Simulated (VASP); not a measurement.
# Co (P-3m1) in VASP: further runs

Runs on Co. Level: LDA. Tasks: single point.

Everything below comes from runs of VASP 6.6.1. Logs are shortened: lines on timing, memory, paths and dates and some standing lists are left out, and cuts for length are marked.

## (1) The structure

It takes space group P-3m1 (No. 164, trigonal). The conventional cell has a = 2.487 Å, b = 2.487 Å, c = 4.063 Å, α = 90.00°, β = 90.00°, γ = 120.00°. Co (site symmetry 3m) is surrounded by 12 Co at 2.42 to 2.55 Å.

## (2) Single point, LDA, collinear spin, ferromagnetic start

Input file INCAR:

```
PREC = Accurate
ENCUT = 280
EDIFF = 1E-6
ISMEAR = -1
SIGMA = 0.1
LREAL = False
LASPH = True
NELM = 100
ALGO = Normal
ISIF = 2
LWAVE = False
LCHARG = False
ISPIN = 2
MAGMOM = 2 2
LORBIT = 11
LMAXMIX = 4
GGA = CA
NBANDS = 20
ADDGRID = False
```

Input file KPOINTS:

```
Automatic mesh
0
Gamma
  9 9 5
```

Input file POSCAR:

```
Co
1.0
    2.4873648738      0.0000000000      0.0000000000
   -1.2436824369      2.1541211692      0.0000000000
    0.0000000000      0.0000000000      4.0632895034
Co
2
Direct
    0.3333333333      0.6666666667      0.7401390000
    0.6666666667      0.3333333333      0.2598610000
```

Potentials or basis: VASP PAW LDA potentials, release 64 (Co).

The run is started by

```sh
> cat potpaw_LDA.64/Co/POTCAR > POTCAR
> mpirun -np 1 vasp_std > vasp.out
```

OUTCAR:

```text
PREC = Accurate
   ENCUT = 280
   EDIFF = 1E-6
   ISMEAR = -1
   LREAL = False
   LASPH = True
   NELM = 100
   ISIF = 2
   ISPIN = 2
   LORBIT = 11
   GGA = CA

 Found     50 irreducible k-points:

 Following reciprocal coordinates:
            Coordinates               Weight
  0.000000  0.000000  0.000000      1.000000
  0.111111 -0.000000  0.000000      6.000000
  0.222222  0.000000  0.000000      6.000000
  0.333333 -0.000000  0.000000      6.000000
  0.444444  0.000000  0.000000      6.000000
  0.111111  0.111111  0.000000      6.000000
   k-points           NKPTS =     50   k-points in BZ     NKDIM =     50   number of bands    NBANDS=     20
   number of dos      NEDOS =    301   number of ions     NIONS =      2
   total plane-waves  NPLWV =   4704
   dimension x,y,z NGX =    14 NGY =   14 NGZ =   24
   dimension x,y,z NGXF=    28 NGYF=   28 NGZF=   48
   ions per type =               2
   NGX,Y,Z   is equivalent  to a cutoff of   9.36,  9.36,  9.82 a.u.
   NGXF,Y,Z  is equivalent  to a cutoff of  18.71, 18.71, 19.64 a.u.
 SYSTEM =  unknown system
   PREC   = accura    normal or accurate (medium, high low for compatibility)
   ISTART =      0    job   : 0-new  1-cont  2-samecut
   ICHARG =      2    charge: 1-file 2-atom 10-const
   ISPIN  =      2    spin polarized calculation?
   LNONCOLLINEAR =      F non collinear calculations
   LSORBIT =      F    spin-orbit coupling
   LASPH  =      T    aspherical Exc in radial PAW
   ENCUT  =  280.0 eV  20.58 Ry    4.54 a.u.   3.39  3.39  5.54*2*pi/ulx,y,z
   NELM   =    100;   NELMIN=  2; NELMDL= -5     # of ELM steps
   EDIFF  = 0.1E-05   stopping-criterion for ELM
   LREAL  =      F    real-space projection
   EDIFFG = 0.1E-04   stopping-criterion for IOM
   NSW    =      0    number of steps for IOM
   IBRION =     -1    ionic relax: 0-MD 1-quasi-New 2-CG
   NFREE  =      0    steps in history (QN), initial steepest desc. (CG)
   ISIF   =      2    stress and relaxation
   ISYM   =      2    0-nonsym 1-usesym 2-fastsym
   POTIM  = 0.5000    time-step for ionic-motion
   TEBEG  =    0.0;   TEEND  =   0.0 temperature during run
   PSTRESS=    0.0 pullay stress
   NELECT =      18.0000    total number of electrons
   NUPDOWN=      -1.0000    fix difference up-down
   EMIN   =  10.00;   EMAX   =-10.00  energy-range for DOS
   EFERMI =   0.00;   METHOD = LEGACY
   ISMEAR =    -1;   SIGMA  =   0.10  broadening in eV -4-tet -1-fermi 0-gaus
   EFERMI_NEDOS =   21; number of points for ismear=-14 and -15
   IALGO  =     38    algorithm
   IMIX   =      4    mixing-type and parameters
     AMIX     =   0.40;   BMIX     =  1.00
     AMIX_MAG =   1.60;   BMIX_MAG =  1.00
  volume/ion in A,a.u.               =      10.89        73.46
  Fermi-wavevector in a.u.,A,eV,Ry     =   1.536514  2.903591 32.121660  2.360875
  Thomas-Fermi vector in A             =   2.643152
   LORBIT       =     11    0 simple, 1 ext, 2 COOP (PROOUT), +10 PAW based schemes
   GGA     = CA    functional components
   LHFCALC =     F    Hartree Fock is set to
   AEXX    =    0.0000 exact exchange contribution
   IVDW    =     0    specifies the selected vdW correction
   LEPSILON=     F    determine dielectric tensor
   LRPA    =     F    only Hartree local field effects (RPA)
 spin polarized calculation
  energy-cutoff  :      280.00
  volume of cell :       21.77
 maximum number of plane-waves:       245
 NGX is ok and might be reduce to    14
   NGX =  7   NGY =  7   NGZ = 11

 number of electron      17.9999999 magnetization       3.0146522

 Free energy of the ion-electron system (eV)
  ---------------------------------------------------
  ext. energy  EPLUGINS =         0.00000000
  ---------------------------------------------------
  free energy    TOTEN  =       -16.16237796 eV

  energy without entropy =      -16.09787922  energy(sigma->0) =      -16.13012859

 E-fermi :   9.8642     XC(G=0): -13.7150

 val. band max:        9.8610943840   @ k =   0.1111  -0.0000   0.2000
 cond. band min:       9.8817018796   @ k =   0.2222   0.1111   0.2000
 fundamental gap:      0.0206074957
 Fermi energy:         9.8642434070

 spin component 1

 k-point     1 :       0.0000    0.0000    0.0000
  band No.  band energies     occupation
      1       0.9771      1.00000
      2       4.8148      1.00000
      3       7.3790      1.00000
      4       7.4414      1.00000
      5       7.4414      1.00000
      6       7.7325      1.00000
      7       7.7325      1.00000
      8       8.1740      1.00000
      9       8.1740      1.00000
     10       9.2509      0.99783
     11       9.2509      0.99783
     12       9.7182      0.81160
     13      16.1029      0.00000
     14      31.9640      0.00000
     15      34.5115      0.00000
     16      34.5115      0.00000
     17      34.8897      0.00000
     18      35.1425      0.00000
     19      35.9376      0.00000
     20      35.9376      0.00000

 k-point     2 :       0.1111   -0.0000    0.0000
  band No.  band energies     occupation
      1       1.4087      1.00000
      2       5.0748      1.00000
      3       7.0942      1.00000
      4       7.5891      1.00000
      5       7.6435      1.00000
      6       7.7027      1.00000
      7       7.8126      1.00000
      8       7.8747      1.00000
      9       8.0946      1.00000
     10       8.2483      1.00000
     11       9.3018      0.99641
     12      11.3968      0.00000
     13      16.1824      0.00000
     14      28.8743      0.00000
     15      31.5834      0.00000
     16      32.0972      0.00000
     17      35.0106      0.00000
     18      36.1279      0.00000
     19      36.2366      0.00000
     20      39.1760      0.00000

 k-point     3 :       0.2222    0.0000    0.0000
  band No.  band energies     occupation
      1       2.6124      1.00000
      2       5.5798      1.00000
      3       6.6304      1.00000
      4       6.8628      1.00000
      5       7.4202      1.00000
      6       7.7405      1.00000
      7       7.9390      1.00000
      8       8.1790      1.00000
      9       8.1975      1.00000
     10       8.4333      1.00000
     11       9.3841      0.99185
     12      13.6443      0.00000
     13      16.4748      0.00000
     14      23.7666      0.00000
     15      28.5711      0.00000
     16      30.7597      0.00000
     17      31.0272      0.00000
     18      34.7120      0.00000
     19      34.8401      0.00000
     20      38.5566      0.00000

 k-point     4 :       0.3333   -0.0000    0.0000
  band No.  band energies     occupation
      1       4.1709      1.00000
      2       5.5765      1.00000
      3       5.9507      1.00000
      4       6.8823      1.00000
      5       7.4880      1.00000
      6       7.5356      1.00000
      7       7.6845      1.00000
      8       8.8654      0.99995
      9       9.0250      0.99977
     10       9.0391      0.99974
     11       9.4409      0.98571
     12      16.1881      0.00000
     13      16.7304      0.00000
     14      19.6339      0.00000
     15      26.2598      0.00000
     16      26.8344      0.00000
     17      27.8760      0.00000
     18      32.5606      0.00000
     19      33.3712      0.00000
     20      36.3079      0.00000

 k-point     5 :       0.4444    0.0000    0.0000
  band No.  band energies     occupation
      1       5.0816      1.00000
      2       5.3261      1.00000
      3       5.5914      1.00000
      4       7.3347      1.00000
      5       7.3649      1.00000
      6       7.5199      1.00000
      7       7.8041      1.00000
      8       9.3260      0.99542
      9       9.4240      0.98790
     10       9.5120      0.97131
     11      10.6266      0.00049
     12      14.2411      0.00000
     13      18.7435      0.00000
     14      19.7685      0.00000
     15      23.3873      0.00000
     16      24.5215      0.00000
     17      24.9547      0.00000
     18      32.0172      0.00000
     19      32.5075      0.00000
     20      34.9069      0.00000

 k-point     6 :       0.1111    0.1111    0.0000
  band No.  band energies     occupation
      1       2.2317      1.00000
      2       5.4923      1.00000
      3       6.7524      1.00000
      4       7.0412      1.00000
      5       7.4693      1.00000
      6       7.7372      1.00000
      7       7.8792      1.00000
      8       8.0644      1.00000
      9       8.0985      1.00000
     10       8.3819      1.00000
     11       9.3394      0.99477
     12      13.0164      0.00000
     13      16.3787      0.00000
     14      26.2169      0.00000
     15      26.7617      0.00000
     16      33.0596      0.00000
     17      33.7911      0.00000
     18      34.2944      0.00000
     19      34.5027      0.00000
     20      37.5149      0.00000

 [... further k-points ...]

 spin component 2

 k-point     1 :       0.0000    0.0000    0.0000
  band No.  band energies     occupation
      1       1.1411      1.00000
      2       5.6717      1.00000
      3       8.7382      0.99999
      4       8.8232      0.99997
      5       8.8232      0.99997
      6       9.1428      0.99926
      7       9.1428      0.99926
      8       9.6790      0.86440
      9       9.6790      0.86440
     10       9.8834      0.45222
     11      10.8355      0.00006
     12      10.8355      0.00006
     13      17.0230      0.00000
     14      31.9797      0.00000
     15      34.9124      0.00000
     16      34.9124      0.00000
     17      34.9807      0.00000
     18      35.2137      0.00000
     19      36.3329      0.00000
     20      36.3329      0.00000

 k-point     2 :       0.1111   -0.0000    0.0000
  band No.  band energies     occupation
      1       1.5748      1.00000
      2       5.9612      1.00000
      3       8.4036      1.00000
      4       8.8004      0.99998
      5       8.9828      0.99985
      6       9.0419      0.99973
      7       9.1348      0.99932
      8       9.2953      0.99663
      9       9.5832      0.94323
     10       9.5865      0.94143
     11      10.8933      0.00003
     12      12.2748      0.00000
     13      17.0720      0.00000
     14      29.2210      0.00000
     15      31.9749      0.00000
     16      32.3244      0.00000
     17      35.1197      0.00000
     18      36.2312      0.00000
     19      36.3859      0.00000
     20      39.5933      0.00000

 k-point     3 :       0.2222    0.0000    0.0000
  band No.  band energies     occupation
      1       2.7982      1.00000
      2       6.5683      1.00000
      3       7.6787      1.00000
      4       8.0460      1.00000
      5       8.7417      0.99999
      6       9.1786      0.99895
      7       9.3087      0.99615
      8       9.6052      0.93027
      9       9.6436      0.90082
     10       9.9153      0.37504
     11      10.9872      0.00001
     12      14.4302      0.00000
     13      17.2669      0.00000
     14      24.2557      0.00000
     15      28.9332      0.00000
     16      31.1092      0.00000
     17      31.3142      0.00000
     18      34.9139      0.00000
     19      35.1726      0.00000
     20      38.8779      0.00000

 k-point     4 :       0.3333   -0.0000    0.0000
  band No.  band energies     occupation
      1       4.4925      1.00000
      2       6.6744      1.00000
      3       6.9989      1.00000
      4       7.9024      1.00000
      5       8.8211      0.99997
      6       8.9006      0.99993
      7       9.0203      0.99978
      8      10.3849      0.00545
      9      10.4489      0.00288
     10      10.5562      0.00099
     11      11.0493      0.00001
     12      16.8745      0.00000
     13      17.3845      0.00000
     14      20.2339      0.00000
     15      26.5689      0.00000
     16      27.2529      0.00000
     17      28.3501      0.00000
     18      33.0024      0.00000
     19      33.4941      0.00000
     20      36.6911      0.00000

 k-point     5 :       0.4444    0.0000    0.0000
  band No.  band energies     occupation
      1       5.8165      1.00000
      2       6.3817      1.00000
      3       6.6629      1.00000
      4       8.0983      1.00000
      5       8.7303      0.99999
      6       8.8059      0.99997
      7       9.1316      0.99934
      8      10.8987      0.00003
      9      11.0386      0.00001
     10      11.0888      0.00000
     11      11.8338      0.00000
     12      15.0439      0.00000
     13      19.2847      0.00000
     14      20.2675      0.00000
     15      23.9443      0.00000
     16      25.0790      0.00000
     17      25.2126      0.00000
     18      32.3568      0.00000
     19      32.7442      0.00000
     20      35.2509      0.00000

 k-point     6 :       0.1111    0.1111    0.0000
  band No.  band energies     occupation
      1       2.4069      1.00000
      2       6.4389      1.00000
      3       7.9174      1.00000
      4       8.1332      1.00000
      5       8.8151      0.99997
      6       9.1761      0.99897
      7       9.2911      0.99677
      8       9.4926      0.97625
      9       9.4953      0.97562
     10       9.8524      0.52959
     11      10.9362      0.00002
     12      13.8292      0.00000
     13      17.2046      0.00000
     14      26.6320      0.00000
     15      27.1976      0.00000
     16      33.2103      0.00000
     17      34.0695      0.00000
     18      34.5242      0.00000
     19      34.8054      0.00000
     20      37.9540      0.00000

 [... further k-points ...]

------------------------ aborting loop because EDIFF is reached ----------------------------------------

  FORCE on cell =-STRESS in cart. coord.  units (eV):
  Direction    XX          YY          ZZ          XY          YZ          ZX
  --------------------------------------------------------------------------------------
  -------------------------------------------------------------------------------------
  Total       -2.7798957     -2.7798957     -2.9653899      0.0000000     -0.0000000      0.0000000
  in kB     -204.5745950   -204.5745950   -218.2252504      0.0000000     -0.0000000      0.0000000
  external PRESSURE =    -209.1248135 kB  Pullay stress =       0.0000000 kB

 VOLUME and BASIS-vectors are now :
 -----------------------------------------------------------------------------
  energy-cutoff  :      280.00
  volume of cell :       21.77
      direct lattice vectors                 reciprocal lattice vectors
     2.487364874  0.000000000  0.000000000     0.402031889  0.232113220  0.000000000
    -1.243682437  2.154121169  0.000000000     0.000000000  0.464226439  0.000000000
     0.000000000  0.000000000  4.063289503     0.000000000  0.000000000  0.246106018

 POSITION                                       TOTAL-FORCE (eV/Angst)
 -----------------------------------------------------------------------------------
     -0.00000      1.43608      3.00740         0.000000      0.000000      0.417768
      1.24368      0.71804      1.05589        -0.000000     -0.000000     -0.417768
 -----------------------------------------------------------------------------------
    total drift:                                0.000000      0.000000      0.000000

  FREE ENERGIE OF THE ION-ELECTRON SYSTEM (eV)
  ---------------------------------------------------
  free  energy   TOTEN  =       -16.1623779626 eV

  energy  without entropy=      -16.0978792188  energy(sigma->0) =      -16.13012859

 total charge

# of ion       s       p       d       tot
------------------------------------------
    1        0.487   0.513   7.276   8.276
    2        0.487   0.513   7.276   8.276
--------------------------------------------------
tot          0.975   1.026  14.552  16.552

 magnetization (x)

# of ion       s       p       d       tot
------------------------------------------
    1       -0.014  -0.041   1.570   1.515
    2       -0.014  -0.041   1.570   1.515
--------------------------------------------------
tot         -0.027  -0.082   3.139   3.030
```

It took 7 s on 1 thread of Intel Xeon 6975P-C (Granite Rapids), shared host; peak memory 0.11 GiB.

These settings aren't checked as converged: the numbers below hold their error.

Results:

- Free energy: -16.1624 eV
- Largest force: 0.418 eV/Å
- Band gap on the k mesh: none (metal or under the smearing width)
- Net moment: 3.01 μB per cell
- Site moments: Co +1.51 μB
- Valence electrons inside the program's atomic spheres: Co 8.28

Caveat: the cutoff is under 1.25 times the usual one of these potentials, so pressure, stress and relaxed cells hold a basis-set (Pulay) error.

## (3) Single point, LDA, collinear spin, ferromagnetic start

INCAR is that of step 2.

KPOINTS is that of step 2.

Input file POSCAR:

```
Co
1.0
    2.4873648738      0.0000000000      0.0000000000
   -1.2436824369      2.1541211692      0.0000000000
    0.0000000000      0.0000000000      4.0632895034
Co
2
Direct
    0.3275520000      0.6759820000      0.7288160000
    0.6891290000      0.3188900000      0.2643300000
```

Potentials or basis: VASP PAW LDA potentials, release 64 (Co).

The run is started by

```sh
> cat potpaw_LDA.64/Co/POTCAR > POTCAR
> mpirun -np 1 vasp_std > vasp.out
```

Run time: 24 s. Hardware: 1 thread of Intel Xeon 6975P-C (Granite Rapids), shared host; peak memory 0.15 GiB.

These settings aren't checked as converged: the numbers below hold their error.

What came out:

| Property | Result |
| --- | --- |
| Free energy | -16.1062 eV |
| Largest force | 0.937 eV/Å |
| Band gap on the k mesh | none (metal or under the smearing width) |
| Net moment | 3.03 μB per cell |
| Site moments | Co +1.52 μB |
| Valence electrons inside the program's atomic spheres | Co 8.29 |

Caveat: the cutoff is under 1.25 times the usual one of these potentials, so pressure, stress and relaxed cells hold a basis-set (Pulay) error.

## (4) For comparison

An earlier run on the cell as given: functional PBE; potentials or basis VASP PAW PBE potentials, release 64 (Co); cutoff 520 eV; k mesh 12 × 12 × 7; occupations fermi-dirac, width 0.05 eV; collinear spin, ferromagnetic start; starting moments [2.0, 2.0] μB.

- Pressure: 0.0 GPa
- Largest force: 0.481 eV/Å
- Band gap on the k mesh: none (metal or under the smearing width)
- Net moment: 3.26 μB per cell
- Site moments: Co +1.65 μB
- Valence electrons inside the program's atomic spheres: Co 8.27
